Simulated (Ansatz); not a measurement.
**Course of a relaxation: LiH**

A trial structure of LiH was built thus: random cell by space group and Wyckoff sites (P4/mmm, No. 123). Lengths were set from tabulated atomic sizes, so they are only a guess.

```yaml
crystal:
  lattice:
    - [2.53762, 0.00000, 0.00000]
    - [0.00000, 2.53762, 0.00000]
    - [0.00000, 0.00000, 3.40707]
  atoms:
    - { symbol: Li, position: [0.00000, 0.00000, 0.00000] }
    - { symbol: H, position: [0.50000, 0.50000, 0.00000] }
```

Theory: Ansatz 0.2.0, DFT PBE, scalar-relativistic, plane waves, PAW. Cutoff 420 eV, Gaussian smearing, Γ-centred meshes. Cell and atoms relax first on a coarse mesh and then on a converged one. In between, the cell is made exact in the group found at 0.06 Å. The steps can't lower the symmetry of their start. No spin polarisation.

Steps on the 6×6×6 mesh (2 atoms, 8 steps). The free energy counts from the last step; the plane-wave basis is renewed at times, which shifts energy and pressure.

```
step  ΔF (meV/atom)  V (Å³/atom)  P (GPa)
   1           27.0        10.97     4.31
   2            9.5        11.74     1.97
   3            4.1        12.62     0.27
   4            3.6        12.93     0.03
   5            3.1        13.47    -0.16
   6            2.9        13.81    -0.14
   7            2.8        13.95    -0.05
   8            0.0        13.95     0.09
```

The relaxed structure, after a last relaxation on the converged mesh:

```cif
data_structure
_symmetry_space_group_name_H-M 'P4/mmm'
_symmetry_Int_Tables_number 123
_cell_length_a 2.6906
_cell_length_b 2.6906
_cell_length_c 4.3600
_cell_angle_alpha 90.000
_cell_angle_beta 90.000
_cell_angle_gamma 90.000
_cell_volume 31.56
loop_
_atom_site_label
_atom_site_type_symbol
_atom_site_symmetry_multiplicity
_atom_site_Wyckoff_symbol
_atom_site_fract_x
_atom_site_fract_y
_atom_site_fract_z
_atom_site_occupancy
Li1 Li 1 a 0.00000 0.00000 0.00000 1
H1 H 1 c 0.50000 0.50000 0.00000 1
```

The symmetry stays P4/mmm (No. 123). The volume per atom grows by 43.9 %, from 11.0 to 15.8 Å³. The shortest distance goes from 1.79 Å (Li–H) to 1.90 Å (Li–H). The ratio c/a of the conventional cell changes by a factor of 1.21. Li is surrounded by 4 H at 1.90 Å; around H lie 4 Li at 1.90 Å.

```yaml
Volume_per_atom: 15.8 Å³
Density: 0.4 g/cm³
Energy_over_the_elements: −0.241 eV/atom
Gap_on_the_14×14×8_mesh_of_the_2-atom_cell: 0.32 eV
```

The zero of energy is the elements' standard structures at the same level (H₂ as a molecule); no fitted shifts are applied.

The last run used Gaussian smearing of 0.02 eV. No dispersion correction is applied, so the spacing and binding between layers, chains or molecules are poorly described. With hydrogen, zero-point motion can shift formation energies by some tens of meV/atom. Small gaps are read on the mesh alone, and bands can cross between its points. A structure relaxed within its symmetry needn't be a true minimum. In all, the 4 runs took 20 s on 1 thread of Intel(R) Xeon(R) 6975P-C (Granite Rapids), with other jobs on the host. Another cell of LiH relaxed alike, in P6_3/mmc, lies 123 meV/atom lower, so this cell isn't the stable form at this level.
